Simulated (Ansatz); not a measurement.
## InSb at a changed volume: ¹²³Sb nuclear quadrupole resonance

Cell: a COD entry, relaxed with PBE at fixed cell and then changed (volume scaled by 0.94, ions relaxed).

```yaml
crystal:
  lattice:
    - [5.24764, 0.00000, 0.00000]
    - [0.00000, 5.59540, 0.00000]
    - [0.00000, 0.00000, 3.00047]
  atoms:
    - { symbol: In, position: [0.00000, 0.00000, 0.14476] }
    - { symbol: In, position: [0.50000, 0.50000, 0.85524] }
    - { symbol: Sb, position: [0.50000, 0.00000, 0.69334] }
    - { symbol: Sb, position: [0.00000, 0.50000, 0.30666] }
```

Atoms are numbered from 1 in the order listed; like atoms form one site, named after its first atom.

Level of theory: DFT, PBE, plane waves and PAW, scalar-relativistic, 420 eV cutoff, Γ-centred 9×8×15 k-points, Fermi–Dirac smearing 0.05 eV (Ansatz 0.2.0).

¹²³Sb: I = 7/2, Q = -692.0 mb (year-2017 value). Static lattice, zero field.

Task: At which frequencies do the ¹²³Sb NQR lines lie?

Result: For I = 7/2 and η = 0 the lines are |C_Q|/14 times 1, 2 and 3; η shifts the lowest up most.

```csv
site,atoms,V_zz (10²¹ V/m²),C_Q (MHz),η,line frequencies (MHz)
Sb,"3, 4",-12.01,201,0.95,"26.8, 37.0, 38.9"
```

Task: And for 121Sb (I = 5/2, Q = -543.0 mb) on Sb?

Result: C_Q scales with Q to 158 MHz, with lines at 40.4, 42.1, 82.4 MHz.

The run finds no gap above 0.1 eV (a metal, or nearly one), so the gradients can move by 10 % or more with the k-mesh. Without spin–orbit coupling (the program notes it for In and Sb) the gradients can shift somewhat, as the gap is small. With these PAW files V_zz is typically within 2 to 3 % of all-electron values, but misses above 10 % occur on Sb. At this changed cell the PBE pressure is 21 GPa.
